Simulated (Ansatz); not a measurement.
What strain does to NaH (CsCl type)

NaH built on the CsCl prototype, relaxed with r2SCAN in Ansatz 0.2.0. It is cubic, Pm-3m (No. 221); a = 2.932 Å in the conventional setting, 12.61 Å³ an atom. Around Na lie 8 H at 2.54 Å; around H lie 8 Na at 2.54 Å.

The axes x, y and z are those of this cell:
```
CELL_PARAMETERS angstrom
2.93239 0.00000 0.00000
0.00000 2.93239 0.00000
0.00000 0.00000 2.93239
ATOMIC_POSITIONS crystal
Na 0.00000 0.00000 0.00000
H 0.50000 0.50000 0.50000
```

Unstrained: The PBE gap is indirect, 1.035 eV (R to X), below the direct gap of 4.505 eV at X. The r2SCAN gap is indirect, 1.596 eV (R to X), below the direct gap of 5.161 eV at X. With HSE06 the valence top lies at R and the conduction bottom at X, 1.881 eV higher; the smallest vertical gap, at X, is 5.719 eV. Meshes: PBE 8×8×8, r2SCAN 8×8×8, HSE06 6×6×6. Strains are changes of length per length, and xy shears are angles. After each strain the atoms were relaxed again with r2SCAN within the symmetry that the strain leaves, so tilts or polar shifts that break it weren't tested; points keep the names that they have in the unstrained zone. Note: simulated data, non-magnetic, for a generated structure that need not be the stable one.

Changes of the least gap in eV (an overlap counts as a negative gap):
```csv
strain,volume change (%),space group,PBE,r2SCAN,HSE06,"energy rise, r2SCAN (meV/atom)"
uniaxial -5.73 % along z,-5.7,P4/mmm,-0.216,-0.214,-0.204,14.8
"xy shear, engineering strain (angle) -0.51 %",0.0,Cmmm,0.000,0.000,0.000,0.0
isotropic +1.43 % on every length,+4.4,Pm-3m,-0.001,-0.004,-0.011,1.7
```

Uniaxial -5.73 % along z, other directions held. HSE06: the gap goes from 1.881 to 1.677 eV (-0.204 eV). Stress change with r2SCAN, compression positive: xx -0.85, yy -0.85, zz +6.82 GPa.

Xy shear, engineering strain (angle) -0.51 %. HSE06: the gap goes from 1.881 to 1.881 eV (0.000 eV). Stress change with r2SCAN, compression positive: xx 0.00, yy 0.00, zz 0.00, xy -0.02 GPa.

Isotropic +1.43 % on every length. HSE06: the gap goes from 1.881 to 1.870 eV (-0.011 eV). Stress change with r2SCAN, compression positive: xx -1.00, yy -1.00, zz -1.00 GPa. For HSE06, dE_g/d ln V = -0.3 eV over this step.

The meshes of the hybrids are coarse, so their gaps aren't converged to the digits shown.
